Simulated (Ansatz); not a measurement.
A run of Ansatz 0.2.0 is set up as follows.

Contents of input.yaml:

```yaml
crystal:
  lattice:
    - [0.0, 2.703, 2.703]
    - [2.703, 0.0, 2.703]
    - [2.703, 2.703, 0.0]
  atoms:
    - { symbol: Ni, position: [0.0, 0.0, 0.0], spin: 1.0 }
    - { symbol: Si, position: [0.75, 0.75, 0.75] }
    - { symbol: Si, position: [0.25, 0.25, 0.25] }
hamiltonian:
  xc: lda
  pseudopotentials: { kind: paw }
magnetization:
  spin_polarized: true
kpoints:
  mp_grid: { grid: [7, 7, 7] }
scf:
  occupations: { method: fermi_dirac, width: 0.05 }
output:
  forces: true
  stress: true
elastic:
  mode: relaxed_ion
  stencil: two_point
```

Potentials or basis: Ansatz PAW.

Command:

```sh
$ ansatz run input.yaml --threads 2 --pin off --max-ram 5632MiB --backend cpu --events-out ev --progress --plain --runs-dir out
```

(1) Estimate the elastic constants C11, C12, C44.

(2) What does it give for the Voigt bulk modulus?

(3) What does it give for the band gap on the k mesh?

## Answers

(1) 181, 136, 91 GPa.

(2) 151 GPa.

(3) none (metal or under the smearing width).

Caveat: the cell is more than 3 GPa from zero pressure, which shifts response properties; elastic constants of metals need much finer meshes, so these are rough; the PAW data sets come from PBE, with cores solved anew for the run's functional, which leaves a small shift of forces and pressure.
